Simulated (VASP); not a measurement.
# Mo (Im-3m) in VASP: notebook, part 2 of 2

VASP 6.6.1.

### 5 Single point, LDA (grid = ENCUT=280 dk=0.35 cell=3x3x3 ISMEAR=1 SIGMA=0.1 LREAL=Auto EDIFF=1e-06)

Contents of INCAR:

```
SYSTEM = Mo
PREC = Accurate
ENCUT = 280
EDIFF = 1E-6
ISMEAR = 1
SIGMA = 0.1
LREAL = Auto
LASPH = .True.
NELM = 120
ALGO = Fast
ISIF = 2
LWAVE = .False.
LCHARG = .False.
NBANDS = 208
```

Contents of KPOINTS:

```
regular mesh
0
Gamma
  3 3 3
  0 0 0
```

Contents of POSCAR:

```
Mo
1.0
   -4.7514269157      4.7514269157      4.7514269157
    4.7514269157     -4.7514269157      4.7514269157
    4.7514269157      4.7514269157     -4.7514269157
Mo
26
Direct
    0.0000000000      0.0000000000      0.3333333333
    0.0000000000      0.0000000000      0.6666666667
    0.0000000000      0.3333333333      0.0000000000
    0.0000000000      0.3333333333      0.3333333333
    0.0000000000      0.3333333333      0.6666666667
    0.0000000000      0.6666666667      0.0000000000
    0.0000000000      0.6666666667      0.3333333333
    0.0000000000      0.6666666667      0.6666666667
    0.3333333333      0.0000000000      0.0000000000
    0.3333333333      0.0000000000      0.3333333333
    0.3333333333      0.0000000000      0.6666666667
    0.3333333333      0.3333333333      0.0000000000
    0.3333333333      0.3333333333      0.3333333333
    0.3333333333      0.3333333333      0.6666666667
    0.3333333333      0.6666666667      0.0000000000
    0.3333333333      0.6666666667      0.3333333333
    0.3333333333      0.6666666667      0.6666666667
    0.6666666667      0.0000000000      0.0000000000
    0.6666666667      0.0000000000      0.3333333333
    0.6666666667      0.0000000000      0.6666666667
    0.6666666667      0.3333333333      0.0000000000
    0.6666666667      0.3333333333      0.3333333333
    0.6666666667      0.3333333333      0.6666666667
    0.6666666667      0.6666666667      0.0000000000
    0.6666666667      0.6666666667      0.3333333333
    0.6666666667      0.6666666667      0.6666666667
```

Potentials or basis: VASP PAW LDA potentials, release 64 (Mo_sv).

Run with:

```bash
$ cat potpaw_LDA.64/Mo_sv/POTCAR > POTCAR
$ mpirun -np 1 vasp_std > vasp.out
```

OUTCAR:

```text
SYSTEM = Mo
   PREC = Accurate
   ENCUT = 280
   EDIFF = 1E-6
   ISMEAR = 1
   LREAL = Auto
   LASPH = .True.
   NELM = 120
   ISIF = 2

 Found      4 irreducible k-points:

 Following reciprocal coordinates:
            Coordinates               Weight
  0.000000  0.000000  0.000000      1.000000
  0.333333  0.000000  0.000000     12.000000
  0.333333  0.333333  0.000000      8.000000
 -0.333333  0.333333  0.333333      6.000000
   k-points           NKPTS =      4   k-points in BZ     NKDIM =      4   number of bands    NBANDS=    208
   number of dos      NEDOS =    301   number of ions     NIONS =     26
   total plane-waves  NPLWV = 110592
   dimension x,y,z NGX =    48 NGY =   48 NGZ =   48
   dimension x,y,z NGXF=    96 NGYF=   96 NGZF=   96
   ions per type =              26
   NGX,Y,Z   is equivalent  to a cutoff of   9.70,  9.70,  9.70 a.u.
   NGXF,Y,Z  is equivalent  to a cutoff of  19.39, 19.39, 19.39 a.u.
 SYSTEM =  Mo
   PREC   = accura    normal or accurate (medium, high low for compatibility)
   ISTART =      0    job   : 0-new  1-cont  2-samecut
   ICHARG =      2    charge: 1-file 2-atom 10-const
   ISPIN  =      1    spin polarized calculation?
   LNONCOLLINEAR =      F non collinear calculations
[... 65 lines left out ...]
      2     -49.2409      2.00000
      3     -49.2409      2.00000
      4     -49.2409      2.00000
      5     -49.1875      2.00000
      6     -49.1875      2.00000
[... 777 lines left out ...]
    193      11.9025     -0.00000
    194      11.9118     -0.00000
 [bands above 194 left out]

------------------------ aborting loop because EDIFF is reached ----------------------------------------

  FORCE on cell =-STRESS in cart. coord.  units (eV):
  Direction    XX          YY          ZZ          XY          YZ          ZX
  --------------------------------------------------------------------------------------
  -------------------------------------------------------------------------------------
  Total      -42.0126244    -42.0126244    -42.0126244      0.0000000      0.0000000     -0.0000000
  in kB     -156.8766268   -156.8766268   -156.8766268      0.0000000      0.0000000     -0.0000000
  external PRESSURE =    -156.8766268 kB  Pullay stress =       0.0000000 kB

 VOLUME and BASIS-vectors are now :
 -----------------------------------------------------------------------------
  energy-cutoff  :      280.00
  volume of cell :      429.07
      direct lattice vectors                 reciprocal lattice vectors
    -4.751426916  4.751426916  4.751426916     0.000000000  0.105231546  0.105231546
     4.751426916 -4.751426916  4.751426916     0.105231546  0.000000000  0.105231546
     4.751426916  4.751426916 -4.751426916     0.105231546  0.105231546  0.000000000

 POSITION                                       TOTAL-FORCE (eV/Angst)
 -----------------------------------------------------------------------------------
      1.58381      1.58381     -1.58381         0.070123      0.070123     -0.070123
      3.16762      3.16762     -3.16762        -0.070123     -0.070123      0.070123
      1.58381     -1.58381      1.58381         0.070123     -0.070123      0.070123
      3.16762      0.00000      0.00000        -0.218021     -0.000000     -0.000000
      4.75143      1.58381     -1.58381        -0.000000      0.141122     -0.141122
      3.16762     -3.16762      3.16762        -0.070123      0.070123     -0.070123
[... 18 lines left out ...]
      1.58381      1.58381      4.75143         0.141122      0.141122     -0.000000
      3.16762      3.16762      3.16762        -0.070123     -0.070123     -0.070123
 -----------------------------------------------------------------------------------
    total drift:                                0.000000      0.000000      0.000000

  FREE ENERGIE OF THE ION-ELECTRON SYSTEM (eV)
  ---------------------------------------------------
  free  energy   TOTEN  =      -311.3904946871 eV

  energy  without entropy=     -311.4197527491  energy(sigma->0) =     -311.40024737
```

Wall time 14 min (1 thread of AMD EPYC 7R13 (Zen 3), shared host); peak memory 0.28 GiB.

The run converged, but some of its settings lie outside the range that counts as converged, so its numbers aren't taken as properties of the crystal.

What came out:

```
Free energy            : -311.3905 eV
Largest force          : 0.218 eV/Å
Band gap on the k mesh : none (metal or under the smearing width)
```

Caveat: the cutoff is under 1.25 times the usual one of these potentials, so pressure, stress and relaxed cells hold a basis-set (Pulay) error.

### 6 For comparison

An earlier run on the cell as given: functional PBE; potentials or basis VASP PAW PBE potentials, release 64 (Mo_sv); cutoff 520 eV; k mesh 12 × 12 × 12; occupations fermi-dirac, width 0.05 eV; no spin polarisation.

* Pressure: -1.4 GPa
* Band gap on the k mesh: none (metal or under the smearing width)
